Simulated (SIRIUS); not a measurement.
## Pd in SIRIUS: convergence with density tolerance

Crystal: Pd.

```
Pd
1.0
     0.00000    1.94650    1.94650
     1.94650    0.00000    1.94650
     1.94650    1.94650    0.00000
Pd
1
Direct
  0.00000 0.00000 0.00000
```

- Program: SIRIUS 7.12.0
- Task: convergence study
- Functional: PBE
- Potentials or basis: all-electron FP-LAPW
- Cutoff: 163 eV
- Basis: apw+lo standard
- k mesh: 12 × 12 × 12
- Occupations: fermi-dirac, width 0.05 eV
- Spin: no spin polarisation

These are the settings of the first run; the series varies density tolerance, with any setting tied to it.

Hardware: 1 thread of Intel(R) Xeon(R) CPU @ 2.60GHz (Ice Lake), with other jobs on the host.

| density tolerance | energy less the tightest run, at zero smearing (meV/atom) | SCF cycles | CPU time (s) | peak memory (GiB) |
| --- | --- | --- | --- | --- |
| 0.01 | 0.10 | 4 | 17 | 0.3 |
| 0.001 | 0.00 | 5 | 19 | 0.3 |
| 0.0001 | 0.00 | 6 | 21 | 0.3 |
| 1e-05 | 0.00 | 7 | 22 | 0.3 |
| 1e-06 | 0.00 | 8 | 24 | 0.3 |
| 1e-07 | 0.00 | 9 | 26 | 0.3 |

Against the tightest run, the energy stays within 1 meV/atom from 0.01 on. The tightest run that finished is the yardstick and may itself not be fully converged.
